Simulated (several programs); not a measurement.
BaS (wurtzite) from semi-empirical methods to plane-wave DFT

BaS built on the wurtzite prototype (no longer in that coordination), relaxed with r2SCAN in Ansatz, was computed with several methods. Space group P6_3/mmc (No. 194), hexagonal; conventional cell a = 5.382 Å, c = 6.383 Å, 40.03 Å³ an atom. Ba is surrounded by 5 S at 3.11–3.19 Å; S is surrounded by 5 Ba at 3.11–3.19 Å. These are computed values for a spin-unpolarised cell that may be hypothetical; none is a measurement.

```
Ba S
1.0
     5.38186    0.00000    0.00000
    -2.69093    4.66082    0.00000
     0.00000    0.00000    6.38332
Ba S
2 2
Direct
  0.33333 0.66667 0.93750
  0.66667 0.33333 0.43750
  0.33333 0.66667 0.43750
  0.66667 0.33333 0.93750
```

Gaps and times are for a single point on this cell; volume and bulk modulus come from each method's own relaxation or energy curve at fixed shape, which is too stiff where a cell has free coordinates or axes. Times are rough, from shared hosts (Arm Neoverse V1), and each method has its own mesh and cell size. A dagger marks a closed or tiny gap in a crystal that DFT finds insulating: a failure of the method or a wrong SCF state. A double dagger marks a value from a curve with shape and coordinates held. PM6 (MOPAC), PM7 (MOPAC), GFN2-xTB (tblite) treat a cluster of cells at its zone centre, which samples few k points: where these miss a band edge, the gap comes out too large for that reason alone. Gaps from k meshes are read at a limited set of points (mesh, symmetry points, PBE's band edges), so each method's own least gap may be somewhat smaller. xTB and the PM methods were fitted mostly to molecules, and can miss a solid's gap by electronvolts. Minimal bases can be far off for gaps. Times of the plane-wave ladder aren't listed, since it ran on unlike processors and cards. GLLB-SC's gap includes the derivative discontinuity. G0W0 is at finite bands, cutoff and mesh. d marks a direct gap, i an indirect one (no mark: not told apart), a dash a value that wasn't computed or didn't pass its checks.

```csv
method,kind,gap (eV),own volume (Å³/atom),bulk modulus (GPa),atoms computed,processor time
light PBE (260 eV and a coarse mesh),light plane-wave,2.55 i,40.22‡,33‡,4,1.4 s
PM7 (MOPAC),semi-empirical,2.83,–,–,cluster,2.3 s
GFN2-xTB (tblite),tight binding,0.06†,–,–,cluster,2.8 s
PBE,semilocal,2.56 i,40.03,33‡,4,–
PBE/SZV (CP2K),small basis,overlap 0.04†,–,–,4,9.1 s
r2SCAN,semilocal,2.90 i,40.03,34‡,4,–
PBE/DZVP (CP2K),small basis,2.89 d,40.84‡,34‡,4,19 s
PM6 (MOPAC),semi-empirical,3.01,–,–,cluster,65 s
GLLB-SC (GPAW),model potential,5.06,–,–,4,94 s
PBE/single zeta (GPAW),small basis,2.52 i,–,–,4,3.8 min
G0W0@PBE (140 eV screening cutoff),many-body,3.93,–,–,4,–
```

Against r2SCAN (2.90 eV) and with closed or daggered gaps left aside, the nearest gap at the points sampled is that of PBE/DZVP (CP2K) (-0.01 eV) and the farthest that of GLLB-SC (GPAW) (+2.16 eV). r2SCAN is only a yardstick of convenience: semilocal gaps usually lie below measured ones, which GLLB-SC and hybrids aim to mend.

Volumes against r2SCAN's: PBE 0.0 %.

Runs without a result: GFN1-xTB (tblite) (single point).

The runs are scalar-relativistic, without spin-orbit coupling.
